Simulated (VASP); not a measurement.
# CdTe (F-43m) in VASP: settings compared

CdTe is run at these levels: r2SCAN, PBEsol, PBE; tasks: single point.

Program: VASP 6.6.1. These are calculated values, not measurements. Logs are shortened: lines on timing, memory, paths and dates and some standing lists are left out, and cuts for length are marked.

**Measured values to compare with.**

From a printed reference work, data compilation, for a bulk crystal of CdTe at 0 K: band gap 1.607 eV.

The runs below are set against these values where they give the same quantity.

### 1 The cell of the first run

Symmetry: F-43m, No. 216, cubic system. The conventional cell has a = 6.712 Å, b = 6.712 Å, c = 6.712 Å, α = 90.00°, β = 90.00°, γ = 90.00°. Cd (site symmetry -43m) has 4 Te at 2.91 Å within 3.8 Å. Within 3.8 Å of Te (site symmetry -43m) lie 4 Cd at 2.91 Å.

### 2 Single point, r2SCAN (functional r2SCAN, strained)

Input file POSCAR:

```
CdTe
1.0
    0.0000000000      3.3559555000      3.3559555000
    3.3559555000      0.0000000000      3.3559555000
    3.3559555000      3.3559555000      0.0000000000
Cd Te
1 1
Direct
    0.0000000000      0.0000000000      0.0000000000
    0.7500000000      0.7500000000      0.7500000000
```

Input file INCAR.step1:

```
SYSTEM = CdTe
PREC = Accurate
ENCUT = 520
ISMEAR = 0
SIGMA = 0.02
LREAL = .False.
LASPH = .True.
NELM = 100
NBANDS = 16
GGA = PE
ALGO = Normal
EDIFF = 1E-4
LWAVE = .True.
LCHARG = .False.
```

Input file INCAR.step2:

```
SYSTEM = CdTe
PREC = Accurate
ENCUT = 520
EDIFF = 1E-7
ISMEAR = 0
SIGMA = 0.02
LREAL = .False.
LASPH = .True.
NELM = 100
ALGO = Normal
ISIF = 2
LWAVE = .False.
LCHARG = .False.
METAGGA = R2SCAN
LMIXTAU = .True.
NBANDS = 16
ISTART = 1
```

Input file KPOINTS:

```
Automatic mesh
0
Gamma
  8 8 8
  0 0 0
```

Potentials or basis: VASP PAW PBE potentials, release 64 (Cd, Te).

Launch:

```
$ cat potpaw_PBE.64/Cd/POTCAR potpaw_PBE.64/Te/POTCAR > POTCAR
$ cp INCAR.step1 INCAR
$ mpirun -np 1 vasp_std > vasp.out
$ cp INCAR.step2 INCAR
$ mpirun -np 1 vasp_std > vasp.out
```

OUTCAR:

```text
SYSTEM = CdTe
   PREC = Accurate
   ENCUT = 520
   EDIFF = 1E-7
   ISMEAR = 0
   LREAL = .False.
   LASPH = .True.
   NELM = 100
   ISIF = 2
   METAGGA = R2SCAN
   ISTART = 1

 ion  position               nearest neighbor table
   1  0.000  0.000  0.000-   2 2.91   2 2.91   2 2.91   2 2.91
   2  0.750  0.750  0.750-   1 2.91   1 2.91   1 2.91   1 2.91

  LATTYP: Found a face centered cubic cell.
 ALAT       =     6.7119110000

  Lattice vectors:

 A1 = (   0.0000000000,   3.3559555000,   3.3559555000)
 A2 = (   3.3559555000,   0.0000000000,   3.3559555000)
 A3 = (   3.3559555000,   3.3559555000,   0.0000000000)

Analysis of symmetry for initial positions (statically):
=====================================================================
 Subroutine PRICEL returns:
 Original cell was already a primitive cell.

 Routine SETGRP: Setting up the symmetry group for a
 face centered cubic supercell.

 Subroutine GETGRP returns: Found 24 space group operations
 (whereof 24 operations were pure point group operations)
 out of a pool of 48 trial point group operations.

The static configuration has the point symmetry T_d .

Analysis of symmetry for dynamics (positions and initial velocities):
=====================================================================
 Subroutine PRICEL returns:
 Original cell was already a primitive cell.

 Routine SETGRP: Setting up the symmetry group for a
 face centered cubic supercell.

 Subroutine GETGRP returns: Found 24 space group operations
 (whereof 24 operations were pure point group operations)
 out of a pool of 48 trial point group operations.

The dynamic configuration has the point symmetry T_d .

 Subroutine INISYM returns: Found 24 space group operations
 (whereof 24 operations are pure point group operations),
 and found     1 'primitive' translations

----------------------------------------------------------------------------------------

                                     Primitive cell

  volume of cell :      75.5925

  direct lattice vectors                    reciprocal lattice vectors
     0.000000000  3.355955500  3.355955500    -0.148988865  0.148988865  0.148988865
     3.355955500  0.000000000  3.355955500     0.148988865 -0.148988865  0.148988865
     3.355955500  3.355955500  0.000000000     0.148988865  0.148988865 -0.148988865

  length of vectors
     4.746037783  4.746037783  4.746037783     0.258056283  0.258056283  0.258056283

  position of ions in fractional coordinates (direct lattice)
     0.000000000  0.000000000  0.000000000
     0.750000000  0.750000000  0.750000000

  ion indices of the primitive-cell ions
   primitive index   ion index
                 1           1
                 2           2

----------------------------------------------------------------------------------------

 KPOINTS: Automatic mesh

Automatic generation of k-mesh.
 Grid dimensions read from file:
 generate k-points for:    8    8    8

 Generating k-lattice:

  Cartesian coordinates                     Fractional coordinates (reciprocal lattice)
    -0.018623608  0.018623608  0.018623608     0.125000000  0.000000000  0.000000000
     0.018623608 -0.018623608  0.018623608     0.000000000  0.125000000  0.000000000
     0.018623608  0.018623608 -0.018623608     0.000000000  0.000000000  0.125000000

  Length of vectors
     0.032257035  0.032257035  0.032257035

  Shift w.r.t. Gamma in fractional coordinates (k-lattice)
     0.000000000  0.000000000  0.000000000

 Subroutine IBZKPT returns following result:
 ===========================================

 Found     29 irreducible k-points:

 Following reciprocal coordinates:
            Coordinates               Weight
  0.000000  0.000000  0.000000      1.000000
  0.125000  0.000000  0.000000      8.000000
  0.250000  0.000000  0.000000      8.000000
  0.375000  0.000000  0.000000      8.000000
  0.500000  0.000000  0.000000      4.000000
  0.125000  0.125000  0.000000      6.000000
[... 16 lines left out ...]
  0.500000  0.250000  0.125000     48.000000
 -0.375000  0.250000  0.125000     24.000000
 [... further k-points ...]
   k-points           NKPTS =     29   k-points in BZ     NKDIM =     29   number of bands    NBANDS=     16
   number of dos      NEDOS =    301   number of ions     NIONS =      2
   total plane-waves  NPLWV =  46656
   dimension x,y,z NGX =    36 NGY =   36 NGZ =   36
   dimension x,y,z NGXF=    72 NGYF=   72 NGZF=   72
   ions per type =               1   1
   NGX,Y,Z   is equivalent  to a cutoff of  12.61, 12.61, 12.61 a.u.
   NGXF,Y,Z  is equivalent  to a cutoff of  25.22, 25.22, 25.22 a.u.
 SYSTEM =  CdTe
   PREC   = accura    normal or accurate (medium, high low for compatibility)
   ISTART =      1    job   : 0-new  1-cont  2-samecut
   ICHARG =      0    charge: 1-file 2-atom 10-const
   ISPIN  =      1    spin polarized calculation?
   LNONCOLLINEAR =      F non collinear calculations
   LSORBIT =      F    spin-orbit coupling
   LASPH  =      T    aspherical Exc in radial PAW
   ENCUT  =  520.0 eV  38.22 Ry    6.18 a.u.   8.82  8.82  8.82*2*pi/ulx,y,z
   NELM   =    100;   NELMIN=  2; NELMDL=  0     # of ELM steps
   EDIFF  = 0.1E-06   stopping-criterion for ELM
   LREAL  =      F    real-space projection
   EDIFFG = 0.1E-05   stopping-criterion for IOM
   NSW    =      0    number of steps for IOM
   IBRION =     -1    ionic relax: 0-MD 1-quasi-New 2-CG
   NFREE  =      0    steps in history (QN), initial steepest desc. (CG)
   ISIF   =      2    stress and relaxation
   ISYM   =      2    0-nonsym 1-usesym 2-fastsym
   POTIM  = 0.5000    time-step for ionic-motion
   TEBEG  =    0.0;   TEEND  =   0.0 temperature during run
   PSTRESS=    0.0 pullay stress
   NELECT =      18.0000    total number of electrons
   NUPDOWN=      -1.0000    fix difference up-down
   EMIN   =  10.00;   EMAX   =-10.00  energy-range for DOS
   EFERMI =   0.00;   METHOD = LEGACY
   ISMEAR =     0;   SIGMA  =   0.02  broadening in eV -4-tet -1-fermi 0-gaus
   EFERMI_NEDOS =   21; number of points for ismear=-14 and -15
   IALGO  =     38    algorithm
   IMIX   =      4    mixing-type and parameters
     AMIX     =   0.40;   BMIX     =  1.00
     AMIX_MAG =   1.60;   BMIX_MAG =  1.00
  volume/ion in A,a.u.               =      37.80       255.06
  Fermi-wavevector in a.u.,A,eV,Ry     =   1.014704  1.917513 14.008894  1.029625
  Thomas-Fermi vector in A             =   2.147947
   LORBIT       =      0    0 simple, 1 ext, 2 COOP (PROOUT), +10 PAW based schemes
   METAGGA = R2SCAN    functional components
   LHFCALC =     F    Hartree Fock is set to
   AEXX    =    0.0000 exact exchange contribution
   IVDW    =     0    specifies the selected vdW correction
   LEPSILON=     F    determine dielectric tensor
   LRPA    =     F    only Hartree local field effects (RPA)
 non-spin polarized calculation
 Gauss-broadening in eV      SIGMA  =   0.02
  energy-cutoff  :      520.00
  volume of cell :       75.59
 maximum number of plane-waves:      2085
   NGX = 17   NGY = 17   NGZ = 17

 number of electron      17.9999995 magnetization

 Free energy of the ion-electron system (eV)
  ---------------------------------------------------
  ext. energy  EPLUGINS =         0.00000000
  ---------------------------------------------------
  free energy    TOTEN  =       -46.60751250 eV

  energy without entropy =      -46.60751250  energy(sigma->0) =      -46.60751250

 E-fermi :   1.3329     XC(G=0):  -8.6253

 val. band max:        1.2009315734   @ k =   0.0000   0.0000   0.0000
 cond. band min:       2.1366172977   @ k =   0.0000   0.0000   0.0000
 fundamental gap:      0.9356857243
 Fermi energy:         1.3328568757

 k-point     1 :       0.0000    0.0000    0.0000
  band No.  band energies     occupation
      1      -9.7581      2.00000
      2      -7.0602      2.00000
      3      -7.0601      2.00000
      4      -7.0601      2.00000
      5      -6.8515      2.00000
      6      -6.8515      2.00000
[... 8 lines left out ...]
     15      10.8447      0.00000
     16      10.8447      0.00000

 k-point     2 :       0.1250    0.0000    0.0000
  band No.  band energies     occupation
      1      -9.7112      2.00000
      2      -7.0516      2.00000
      3      -7.0516      2.00000
      4      -7.0163      2.00000
      5      -6.8520      2.00000
      6      -6.8520      2.00000
[... 8 lines left out ...]
     15      10.2121      0.00000
     16      10.2121      0.00000

 k-point     3 :       0.2500    0.0000    0.0000
  band No.  band energies     occupation
      1      -9.5987      2.00000
      2      -7.0324      2.00000
      3      -7.0324      2.00000
      4      -6.8785      2.00000
      5      -6.8513      2.00000
      6      -6.8513      2.00000
[... 8 lines left out ...]
     15      10.0141      0.00000
     16      10.0141      0.00000

 k-point     4 :       0.3750    0.0000    0.0000
  band No.  band energies     occupation
      1      -9.4882      2.00000
      2      -7.0159      2.00000
      3      -7.0159      2.00000
      4      -6.8475      2.00000
      5      -6.8475      2.00000
      6      -6.6734      2.00000
[... 8 lines left out ...]
     15      10.7811      0.00000
     16      10.7811      0.00000
[... 324 lines left out ...]
 k-point    22 :       0.3750    0.2500    0.1250
  band No.  band energies     occupation
      1      -9.5169      2.00000
      2      -7.0104      2.00000
      3      -7.0008      2.00000
      4      -6.8802      2.00000
      5      -6.8433      2.00000
      6      -6.7603      2.00000
[... 8 lines left out ...]
     15      11.2940      0.00000
     16      11.8405      0.00000

 k-point    23 :       0.5000    0.2500    0.1250
  band No.  band energies     occupation
      1      -9.4308      2.00000
      2      -6.9944      2.00000
      3      -6.9867      2.00000
      4      -6.8694      2.00000
      5      -6.8434      2.00000
      6      -6.5794      2.00000
[... 8 lines left out ...]
     15      11.4615      0.00000
     16      12.1645      0.00000

 k-point    24 :      -0.3750    0.2500    0.1250
  band No.  band energies     occupation
      1      -9.3962      2.00000
      2      -6.9892      2.00000
      3      -6.9815      2.00000
      4      -6.8617      2.00000
      5      -6.8465      2.00000
      6      -6.4797      2.00000
[... 8 lines left out ...]
     15      11.6182      0.00000
     16      12.0975      0.00000

 [... further k-points ...]

------------------------ aborting loop because EDIFF is reached ----------------------------------------

  FORCE on cell =-STRESS in cart. coord.  units (eV):
  Direction    XX          YY          ZZ          XY          YZ          ZX
  --------------------------------------------------------------------------------------
  -------------------------------------------------------------------------------------
  Total       -1.0880617     -1.0880617     -1.0880617      0.0000000     -0.0000000     -0.0000000
  in kB      -23.0613923    -23.0613923    -23.0613923      0.0000000     -0.0000000     -0.0000000
  external PRESSURE =     -23.0613923 kB  Pullay stress =       0.0000000 kB

 VOLUME and BASIS-vectors are now :
 -----------------------------------------------------------------------------
  energy-cutoff  :      520.00
  volume of cell :       75.59
      direct lattice vectors                 reciprocal lattice vectors
     0.000000000  3.355955500  3.355955500    -0.148988865  0.148988865  0.148988865
     3.355955500  0.000000000  3.355955500     0.148988865 -0.148988865  0.148988865
     3.355955500  3.355955500  0.000000000     0.148988865  0.148988865 -0.148988865

 POSITION                                       TOTAL-FORCE (eV/Angst)
 -----------------------------------------------------------------------------------
      0.00000      0.00000      0.00000         0.000000      0.000000      0.000000
      5.03393      5.03393      5.03393        -0.000000     -0.000000     -0.000000
 -----------------------------------------------------------------------------------
    total drift:                                0.000002      0.000002      0.000002

  FREE ENERGIE OF THE ION-ELECTRON SYSTEM (eV)
  ---------------------------------------------------
  free  energy   TOTEN  =       -46.6075125020 eV

  energy  without entropy=      -46.6075125020  energy(sigma->0) =      -46.60751250
```

Wall time 4 min (1 thread of AMD EPYC 7R43 (Zen 3), shared host); peak memory 0.2 GiB.

Results:

- Free energy: -46.6075 eV
- Pressure: -2.3 GPa
- Band gap on the k mesh: 0.94 eV, direct

Caveat: the cell differs from its parent crystal (functional r2SCAN, strained); the PAW data sets were made with another functional, which shifts forces and pressure a little; spin-orbit coupling is left out, which moves the levels of the heavy elements.

[end of part 1 of 2]
